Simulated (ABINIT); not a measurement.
# CdS (Greenockite) (P6_3mc) in ABINIT: notebook

Aim: see how the results for CdS (Greenockite) move with the level of theory and the settings. Levels: PBE, PBEsol. Tasks: single point, relaxation of cell and atoms.

Program: ABINIT 10.8.3 (patched build). These are calculated values, not measurements. Logs are shortened: lines on timing, memory, paths and dates and some standing lists are left out, and cuts for length are marked. The log counts tension as positive stress, the text compression.

**Experimental background.**

From “Isotope dependence of band-gap energy”, 2008, arxiv:0807.2152, for a bulk crystal of CdS: band gap 2.5809 ± 0.0002 eV.

The runs below are set against these values where they give the same quantity.

**1. The crystal as given**

Symmetry: P6_3mc, No. 186, hexagonal system. The conventional cell has a = 4.150 Å, b = 4.150 Å, c = 6.737 Å, α = 90.00°, β = 90.00°, γ = 120.00°. Cd (site symmetry 3m) is surrounded by 4 S at 2.53 to 2.54 Å. Around S (site symmetry 3m) lie 4 Cd at 2.53 to 2.54 Å.

**2. Single point, PBE**

File run.abi:

```
# Pseudopotentials
pp_dirpath "./"
pseudos "Cd.upf, S.upf"

# Structure
acell 4.15 4.15 6.737 Angstrom
rprim
     1.0000000000     0.0000000000     0.0000000000
    -0.5000000000     0.8660254038     0.0000000000
     0.0000000000     0.0000000000     1.0000000000
ntypat 2
znucl 48 16
natom 4
typat 1 1 2 2
xred
     0.6666666667     0.3333333333     0.5000000000
     0.3333333333     0.6666666667     0.0000000000
     0.6666666667     0.3333333333     0.8750000000
     0.3333333333     0.6666666667     0.3750000000

# Plane-wave basis
ecut 51.0

# k points
kptopt 1
ngkpt 5 5 3
nshiftk 1
shiftk 0.0 0.0 0.0

# Exchange and correlation
ixc 11

# Bands and occupations
nband 32
occopt 3
tsmear 0.00183747

# SCF cycle
nstep 100
tolvrs 1.0e-10

# Output
iomode 3
prtwf 0
prtden 0
prteig 0
prtebands 0
prtvol 2
```

Potentials or basis: PseudoDojo NC SR PBE v0.4.1 standard.

On the command line:

```
$ abinit run.abi > log 2>&1
```

run.abo:

```text
.Version 10.8.3 of ABINIT
 Symmetries : space group P6_3 m c (#186); Bravais hP (primitive hexag.)
================================================================================
 Values of the parameters that define the memory need of the present run
     intxc =       0    ionmov =       0      iscf =       7    lmnmax =       6
     lnmax =       6     mgfft =      90  mpssoang =       3    mqgrid =    4093
     natom =       4  nloc_mem =       1    nspden =       1   nspinor =       1
    nsppol =       1      nsym =      12    n1xccc =    2501    ntypat =       2
    occopt =       3   xclevel =       2
       mpw =       11849          nfft =      262440          nkpt =          10
================================================================================
================================================================================

--------------------------------------------------------------------------------
------------- Echo of variables that govern the present computation ------------
--------------------------------------------------------------------------------
 -outvars: echo values of preprocessed input variables --------
            acell      7.8423634225E+00  7.8423634225E+00  1.2731084910E+01 Bohr
              amu      1.12411000E+02  3.20660000E+01
             ecut      5.10000000E+01 Hartree
              ixc          11
         kptrlatt        5    0    0      0    5    0      0    0    3
          kptrlen      3.81932547E+01
            natom           4
            nband          32
            ngfft          54      54      90
             nkpt          10
            nstep         100
             nsym          12
           ntypat           2
           occopt           3
           prtden           0
        prtebands           0
           prteig           0
           prtvol           2
            prtwf           0
            rprim      1.0000000000E+00  0.0000000000E+00  0.0000000000E+00
                      -5.0000000000E-01  8.6602540380E-01  0.0000000000E+00
                       0.0000000000E+00  0.0000000000E+00  1.0000000000E+00
          spgroup         186
           tolvrs      1.00000000E-10
           tsmear      1.83747000E-03 Hartree
            typat      1  1  2  2
           xangst      2.0750000000E+00  1.1980018086E+00  3.3685000000E+00
                       7.0616276948E-17  2.3960036172E+00  0.0000000000E+00
[... 220 lines left out ...]
   2.00000    2.00000    2.00000    2.00000    2.00000    2.00000    2.00000    2.00000
   2.00000    2.00000    2.00000    2.00000    2.00000    2.00000    2.00000    2.00000
   1.99999    1.99999    0.00002    0.00000    0.00000    0.00000    0.00000    0.00000
 kpt#   2, nband= 32, wtk=  0.08000, kpt=  0.2000  0.0000  0.0000 (reduced coord)
  -3.56871   -3.56871   -2.13786   -2.13786   -2.13786   -2.13785   -2.13785   -2.13783
  -0.29182   -0.27894   -0.12505   -0.12417   -0.12232   -0.12029   -0.12012   -0.11230
  -0.11111   -0.10965   -0.10763   -0.09262    0.00527    0.08195    0.10054    0.11203
   0.14294    0.14591    0.25070    0.29596    0.36156    0.39917    0.40910    0.42711
      occupation numbers for kpt#   2
   2.00000    2.00000    2.00000    2.00000    2.00000    2.00000    2.00000    2.00000
[... 68 lines left out ...]
      occupation numbers for kpt#   9
   2.00000    2.00000    2.00000    2.00000    2.00000    2.00000    2.00000    2.00000
   2.00000    2.00000    2.00000    2.00000    2.00000    2.00000    2.00000    2.00000
   2.00000    2.00000    2.00000    2.00000    2.00000    2.00000    2.00000    2.00000
   2.00000    2.00000    0.00000    0.00000    0.00000    0.00000    0.00000    0.00000
 kpt#  10, nband= 32, wtk=  0.16000, kpt=  0.4000  0.2000  0.3333 (reduced coord)
  -3.56871   -3.56871   -2.13787   -2.13787   -2.13786   -2.13786   -2.13784   -2.13784
  -0.27877   -0.27725   -0.12142   -0.12052   -0.11894   -0.11676   -0.11267   -0.11149
  -0.10959   -0.10902   -0.09342   -0.09096    0.00688    0.01480    0.06707    0.09192
   0.09995    0.11509    0.30280    0.32450    0.36578    0.36600    0.39335    0.42631
      occupation numbers for kpt#  10
   2.00000    2.00000    2.00000    2.00000    2.00000    2.00000    2.00000    2.00000
   2.00000    2.00000    2.00000    2.00000    2.00000    2.00000    2.00000    2.00000
   2.00000    2.00000    2.00000    2.00000    2.00000    2.00000    2.00000    2.00000
   2.00000    2.00000    0.00000    0.00000    0.00000    0.00000    0.00000    0.00000
 Total charge density [el/Bohr^3]
)     Maximum=    2.5666E+00  at reduced coord.    0.3889    0.7593    0.9889
)Next maximum=    2.5666E+00  at reduced coord.    0.3704    0.7593    0.9889
)     Minimum=    1.0905E-03  at reduced coord.    0.0000    0.0000    0.1778
)Next minimum=    1.0905E-03  at reduced coord.    0.0000    0.0000    0.6778
   Integrated=    5.2000E+01

--- !EnergyTerms
iteration_state     : {dtset: 1, }
comment             : Components of total free energy in Hartree
kinetic             :  1.30781580924232E+02
hartree             :  1.31090560762923E+02
xc                  : -5.48397497945620E+01
Ewald energy        : -1.97799265837405E+02
psp_core            :  4.93590210800077E+00
local_psp           : -3.98495383268830E+02
non_local_psp       :  1.14901155985398E+01
internal            : -3.72836239507102E+02
'-kT*entropy'       : -1.33785809907040E-08
total_energy        : -3.72836239520480E+02
total_energy_eV     : -1.01453909200909E+04
band_energy         : -4.23408634930422E+01
...

 Cartesian components of stress tensor (hartree/bohr^3)
  sigma(1 1)= -6.44713094E-05  sigma(3 2)=  0.00000000E+00
  sigma(2 2)= -6.44713096E-05  sigma(3 1)=  0.00000000E+00
  sigma(3 3)= -8.45219889E-05  sigma(2 1)=  0.00000000E+00

-Cartesian components of stress tensor (GPa)         [Pressure=  2.0934E+00 GPa]
- sigma(1 1)= -1.89681141E+00  sigma(3 2)=  0.00000000E+00
- sigma(2 2)= -1.89681142E+00  sigma(3 1)=  0.00000000E+00
- sigma(3 3)= -2.48672277E+00  sigma(2 1)=  0.00000000E+00

== END DATASET(S) ==============================================================
================================================================================

 -outvars: echo values of variables after computation  --------
            acell      7.8423634225E+00  7.8423634225E+00  1.2731084910E+01 Bohr
           etotal     -3.7283623952E+02
            fcart     -5.4935382677E-28 -3.1716957976E-28 -1.2696624430E-03
                       5.4935382677E-28  3.1716957976E-28 -1.2696624430E-03
                      -2.7467691338E-28 -1.5858478988E-28  1.2696624430E-03
                       2.7467691338E-28  1.5858478988E-28  1.2696624430E-03
            rprim      1.0000000000E+00  0.0000000000E+00  0.0000000000E+00
                      -5.0000000000E-01  8.6602540380E-01  0.0000000000E+00
                       0.0000000000E+00  0.0000000000E+00  1.0000000000E+00
           strten     -6.4471309356E-05 -6.4471309616E-05 -8.4521988852E-05
                       0.0000000000E+00  0.0000000000E+00  0.0000000000E+00
           xangst      2.0750000000E+00  1.1980018086E+00  3.3685000000E+00
                       7.0616276948E-17  2.3960036172E+00  0.0000000000E+00
                       2.0750000000E+00  1.1980018086E+00  5.8948750000E+00
                       7.0616276948E-17  2.3960036172E+00  2.5263750000E+00
             xred      6.6666666667E-01  3.3333333333E-01  5.0000000000E-01
                       3.3333333333E-01  6.6666666667E-01  0.0000000000E+00
                       6.6666666667E-01  3.3333333333E-01  8.7500000000E-01
                       3.3333333333E-01  6.6666666667E-01  3.7500000000E-01
 Calculation completed.
```

It took 3.7 min on 1 thread of Arm Neoverse V1, shared host; peak memory 0.19 GiB.

What came out:

```yaml
Free_energy: -10145.3909 eV
Largest_force: 0.065 eV/Å
Band_gap_on_the_k_mesh: 1.19 eV, direct
Valence_electrons_inside_the_program's_atomic_spheres: Cd 17.16; S 3.90
```

Forces on the atoms (eV/Å):
```
Cd   0.000  0.000 -0.065
Cd   0.000  0.000 -0.065
S    0.000  0.000  0.065
S    0.000  0.000  0.065
```

Levels at points of the mesh, in eV from the valence-band top:
```csv
k point,band 22,band 23,band 24,band 25,band 26,band 27,band 28,band 29,band 30,band 31
"(0.00, 0.00, 0.00)",-0.75,-0.75,-0.04,0.00,0.00,1.19,2.79,6.46,6.46,6.79
```

Caveat: the cutoff is too short for stress, so the log's stress isn't used.

[end of part 1 of 2]
